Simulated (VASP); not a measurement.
# Sr: drag along a line

Sr, slab, 13 atoms in the cell. PBE, constrained relaxations along a path; PAW potentials Sr_sv (PBE set).

Path: drag along a line, Sr hops from a hollow site to the next hollow site of Sr(100).

## Input

INCAR:
```
SYSTEM = Sr
PREC = Normal
ENCUT = 250
EDIFF = 1E-6
ISMEAR = 1
SIGMA = 0.1
LREAL = .FALSE.
LASPH = .TRUE.
NELM = 100
ALGO = Normal
LWAVE = .FALSE.
LCHARG = .FALSE.
IBRION = 2
NSW = 60
ISIF = 2
EDIFFG = -0.03
POTIM = 0.5
KPAR = 2
```

KPOINTS:
```
k-points
0
Gamma
  2 2 1
```

POSCAR.step1:
```
Sr
1.0
    9.7400000000      0.0000000000      0.0000000000
    0.0000000000      9.7400000000      0.0000000000
    0.0000000000      0.0000000000     20.0400000000
Sr
13
Selective dynamics
Direct
    0.0000000000      0.0000000000      0.2994011976  F F F
    0.5000000000      0.0000000000      0.2994011976  F F F
    0.0000000000      0.5000000000      0.2994011976  F F F
    0.5000000000      0.5000000000      0.2994011976  F F F
    0.2500000000      0.2500000000      0.4209081836  T T T
    0.7500000000      0.2500000000      0.4209081836  T T T
    0.2500000000      0.7500000000      0.4209081836  T T T
    0.7500000000      0.7500000000      0.4209081836  T T T
    0.0000000000      0.0000000000      0.5424151697  T T T
    0.5000000000      0.0000000000      0.5424151697  T T T
    0.0000000000      0.5000000000      0.5424151697  T T T
    0.5000000000      0.5000000000      0.5424151697  T T T
    0.2500000000      0.2500000000      0.6251537635  F T T
```

POSCAR.step2:
```
Sr
1.0
    9.7400000000      0.0000000000      0.0000000000
    0.0000000000      9.7400000000      0.0000000000
    0.0000000000      0.0000000000     20.0400000000
Sr
13
Selective dynamics
Direct
    0.0000000000      0.0000000000      0.2994011976  F F F
    0.5000000000      0.0000000000      0.2994011976  F F F
    0.0000000000      0.5000000000      0.2994011976  F F F
    0.5000000000      0.5000000000      0.2994011976  F F F
    0.2500000000      0.2500000000      0.4209081836  T T T
    0.7500000000      0.2500000000      0.4209081836  T T T
    0.2500000000      0.7500000000      0.4209081836  T T T
    0.7500000000      0.7500000000      0.4209081836  T T T
    0.0000000000      0.0000000000      0.5424151697  T T T
    0.5000000000      0.0000000000      0.5424151697  T T T
    0.0000000000      0.5000000000      0.5424151697  T T T
    0.5000000000      0.5000000000      0.5424151697  T T T
    0.1500000000      0.2500000000      0.6251537635  F T T
```

POSCAR.step3:
```
Sr
1.0
    9.7400000000      0.0000000000      0.0000000000
    0.0000000000      9.7400000000      0.0000000000
    0.0000000000      0.0000000000     20.0400000000
Sr
13
Selective dynamics
Direct
    0.0000000000      0.0000000000      0.2994011976  F F F
    0.5000000000      0.0000000000      0.2994011976  F F F
    0.0000000000      0.5000000000      0.2994011976  F F F
    0.5000000000      0.5000000000      0.2994011976  F F F
    0.2500000000      0.2500000000      0.4209081836  T T T
    0.7500000000      0.2500000000      0.4209081836  T T T
    0.2500000000      0.7500000000      0.4209081836  T T T
    0.7500000000      0.7500000000      0.4209081836  T T T
    0.0000000000      0.0000000000      0.5424151697  T T T
    0.5000000000      0.0000000000      0.5424151697  T T T
    0.0000000000      0.5000000000      0.5424151697  T T T
    0.5000000000      0.5000000000      0.5424151697  T T T
    0.0750000000      0.2500000000      0.6251537635  F T T
```

POSCAR.step4:
```
Sr
1.0
    9.7400000000      0.0000000000      0.0000000000
    0.0000000000      9.7400000000      0.0000000000
    0.0000000000      0.0000000000     20.0400000000
Sr
13
Selective dynamics
Direct
    0.0000000000      0.0000000000      0.2994011976  F F F
    0.5000000000      0.0000000000      0.2994011976  F F F
    0.0000000000      0.5000000000      0.2994011976  F F F
    0.5000000000      0.5000000000      0.2994011976  F F F
    0.2500000000      0.2500000000      0.4209081836  T T T
    0.7500000000      0.2500000000      0.4209081836  T T T
    0.2500000000      0.7500000000      0.4209081836  T T T
    0.7500000000      0.7500000000      0.4209081836  T T T
    0.0000000000      0.0000000000      0.5424151697  T T T
    0.5000000000      0.0000000000      0.5424151697  T T T
    0.0000000000      0.5000000000      0.5424151697  T T T
    0.5000000000      0.5000000000      0.5424151697  T T T
    0.0000000000      0.2500000000      0.6251537635  F T T
```

POSCAR.step5:
```
Sr
1.0
    9.7400000000      0.0000000000      0.0000000000
    0.0000000000      9.7400000000      0.0000000000
    0.0000000000      0.0000000000     20.0400000000
Sr
13
Selective dynamics
Direct
    0.0000000000      0.0000000000      0.2994011976  F F F
    0.5000000000      0.0000000000      0.2994011976  F F F
    0.0000000000      0.5000000000      0.2994011976  F F F
    0.5000000000      0.5000000000      0.2994011976  F F F
    0.2500000000      0.2500000000      0.4209081836  T T T
    0.7500000000      0.2500000000      0.4209081836  T T T
    0.2500000000      0.7500000000      0.4209081836  T T T
    0.7500000000      0.7500000000      0.4209081836  T T T
    0.0000000000      0.0000000000      0.5424151697  T T T
    0.5000000000      0.0000000000      0.5424151697  T T T
    0.0000000000      0.5000000000      0.5424151697  T T T
    0.5000000000      0.5000000000      0.5424151697  T T T
   -0.0750000000      0.2500000000      0.6251537635  F T T
```

POSCAR.step6:
```
Sr
1.0
    9.7400000000      0.0000000000      0.0000000000
    0.0000000000      9.7400000000      0.0000000000
    0.0000000000      0.0000000000     20.0400000000
Sr
13
Selective dynamics
Direct
    0.0000000000      0.0000000000      0.2994011976  F F F
    0.5000000000      0.0000000000      0.2994011976  F F F
    0.0000000000      0.5000000000      0.2994011976  F F F
    0.5000000000      0.5000000000      0.2994011976  F F F
    0.2500000000      0.2500000000      0.4209081836  T T T
    0.7500000000      0.2500000000      0.4209081836  T T T
    0.2500000000      0.7500000000      0.4209081836  T T T
    0.7500000000      0.7500000000      0.4209081836  T T T
    0.0000000000      0.0000000000      0.5424151697  T T T
    0.5000000000      0.0000000000      0.5424151697  T T T
    0.0000000000      0.5000000000      0.5424151697  T T T
    0.5000000000      0.5000000000      0.5424151697  T T T
   -0.1500000000      0.2500000000      0.6251537635  F T T
```

POSCAR.step7:
```
Sr
1.0
    9.7400000000      0.0000000000      0.0000000000
    0.0000000000      9.7400000000      0.0000000000
    0.0000000000      0.0000000000     20.0400000000
Sr
13
Selective dynamics
Direct
    0.0000000000      0.0000000000      0.2994011976  F F F
    0.5000000000      0.0000000000      0.2994011976  F F F
    0.0000000000      0.5000000000      0.2994011976  F F F
    0.5000000000      0.5000000000      0.2994011976  F F F
    0.2500000000      0.2500000000      0.4209081836  T T T
    0.7500000000      0.2500000000      0.4209081836  T T T
    0.2500000000      0.7500000000      0.4209081836  T T T
    0.7500000000      0.7500000000      0.4209081836  T T T
    0.0000000000      0.0000000000      0.5424151697  T T T
    0.5000000000      0.0000000000      0.5424151697  T T T
    0.0000000000      0.5000000000      0.5424151697  T T T
    0.5000000000      0.5000000000      0.5424151697  T T T
   -0.2500000000      0.2500000000      0.6251537635  F T T
```

Commands (each step's output is kept before the next begins):
```
cat potpaw_PBE.64/Sr_sv/POTCAR > POTCAR
cp POSCAR.step1 POSCAR
mpirun -np 8 vasp_std > vasp.out
cp POSCAR.step2 POSCAR
mpirun -np 8 vasp_std > vasp.out
cp POSCAR.step3 POSCAR
mpirun -np 8 vasp_std > vasp.out
cp POSCAR.step4 POSCAR
mpirun -np 8 vasp_std > vasp.out
cp POSCAR.step5 POSCAR
mpirun -np 8 vasp_std > vasp.out
cp POSCAR.step6 POSCAR
mpirun -np 8 vasp_std > vasp.out
cp POSCAR.step7 POSCAR
mpirun -np 8 vasp_std > vasp.out
```

## Result

- Barrier (eV): 0.513
- Ionic steps, all stages: 87
- Electronic steps, all stages: 1117

Energy along the pull:

| Share of the way | Energy above the start (eV) |
|---|---|
| 0 | 0.000 |
| 0.2 | 0.155 |
| 0.35 | 0.392 |
| 0.5 | 0.513 |
| 0.65 | 0.392 |
| 0.8 | 0.155 |
| 1 | -0.000 |

The slab is body-centred cubic Sr(100), which isn't the element's stable structure, in-plane cell 9.74 × 9.74 Å, with 2 × 2 k points.

Limits: the adatom repeats in each 2 x 2 surface cell, and the slab has three layers.

VASP 6.6.1 took 2100 s on 8 cores (Intel Xeon Platinum 8488C (Sapphire Rapids)), a shared host.
